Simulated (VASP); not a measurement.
Here is a VASP 6.6.1 calculation.

INCAR

```
SYSTEM = Si2Ge
ALGO = Fast ; EDIFF = 1E-4
EDIFFG = -0.08 ; ENCUT = 520
GGA = PE ; IBRION = 2
ISIF = 3 ; ISMEAR = 0
LASPH = .TRUE. ; LCHARG = .FALSE.
LREAL = .FALSE. ; LWAVE = .FALSE.
NELM = 60 ; NSW = 24
PREC = Normal ; SIGMA = 0.15
```

The input KPOINTS:

```
k-points
0
G
  4 4 5
  0 0 0
```

The input POSCAR:

```
Si2Ge
1.0
    5.0140881800      0.0000000000      0.0000000000
    0.0000000000      5.0140881800      0.0000000000
    0.0000000000      0.0000000000      3.1990874200
Si Ge
4 2
Direct
    0.3059000100      0.3059000100      0.0000000000
    0.1940999900      0.8059000100      0.5000000000
    0.6940999900      0.6940999900      0.0000000000
    0.8059000100      0.1940999900      0.5000000000
    0.0000000000      0.0000000000      0.0000000000
    0.5000000000      0.5000000000      0.5000000000
```

Potentials or basis: VASP PAW PBE potentials, release 64 (Si, Ge_d).

Command:

```console
$ cat potpaw_PBE.64/Si/POTCAR potpaw_PBE.64/Ge_d/POTCAR > POTCAR
$ mpirun -np 1 vasp_std > vasp.out
```

(1) Predict the relaxed volume.

(2) Predict the relaxed cell.

## Answers

(1) 21.66 Å³/atom.

(2) a = 5.739 Å, b = 5.739 Å, c = 3.946 Å, α = 90.00°, β = 90.00°, γ = 90.00°.

Caveat: the k mesh is coarse (spacing up to 0.39 Å⁻¹), so the values aren't converged; the volume moved by over 15 % at a fixed basis, so the end points are rough.
